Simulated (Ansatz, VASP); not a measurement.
# MgO in VASP and in Ansatz

INCAR

```
PREC     = Accurate       # precision mode
ENCUT    = 520            # plane-wave cutoff, eV
EDIFF    = 1E-7           # SCF threshold, eV
ISMEAR   = -1             # smearing method
SIGMA    = 0.05           # smearing width, eV
LREAL    = F              # projectors in reciprocal space
LASPH    = T              # aspherical terms in the spheres
NELM     = 60             # most SCF steps
ALGO     = Normal         # electronic algorithm
ISIF     = 2              # what is computed and relaxed
LWAVE    = F              # write WAVECAR
LCHARG   = F              # write CHGCAR
GGA      = PE             # functional
NBANDS   = 11             # bands
```

Contents of KPOINTS:

```
regular mesh
0
Gamma
  10 10 10
```

Contents of POSCAR:

```
MgO
1.0
    0.0000000000      2.2906819497      2.2906819497
    2.2906819497      0.0000000000      2.2906819497
    2.2906819497      2.2906819497      0.0000000000
Mg O
1 1
Direct
    0.5000000000      0.5000000000      0.5000000000
    0.7500000000      0.7500000000      0.7500000000
```

Contents of input.yaml:

```yaml
crystal:
  lattice:
    - [0.0, 2.2906819497, 2.2906819497]
    - [2.2906819497, 0.0, 2.2906819497]
    - [2.2906819497, 2.2906819497, 0.0]
  atoms:
    - { symbol: Mg, position: [0.5, 0.5, 0.5] }
    - { symbol: O, position: [0.75, 0.75, 0.75] }
hamiltonian:
  xc: pbe
  pseudopotentials: { kind: paw }
kpoints:
  mp_grid: { grid: [10, 10, 10] }
scf:
  occupations: { method: fermi_dirac, width: 0.05 }
output:
  forces: true
  stress: true
  eigenvalues: true
```

The cell was built by a generator and needn't be a form met in nature.

Alike in both runs: task single point; functional PBE; k mesh 10 × 10 × 10; occupations fermi-dirac, width 0.05 eV; no spin polarisation.

|  | VASP | Ansatz |
| --- | --- | --- |
| version | VASP 6.6.1 | Ansatz 0.2.0 |
| potentials or method | VASP PAW PBE potentials, release 64 (Mg, O) | Ansatz PAW |
| plane-wave cutoff (eV) | 520 | 420 |
| valence electrons in the cell | 8 | 16 |

Ansatz gave:

* gap on the k mesh at the Fermi level (eV): 3.59
* least direct gap on the mesh (eV): 3.59
* pressure (GPa): 2.4

What did VASP give for the same quantities?

gap on the k mesh at the Fermi level (eV): 3.58; least direct gap on the mesh (eV): 3.58; pressure (GPa): 2.0.

The two sets of potentials don't hold the same shells in valence.

Caveats: the pressure holds a Pulay correction of +0.5 GPa for the finite cutoff (Ansatz). PBE gaps usually lie below the measured ones, often by a third to a half.
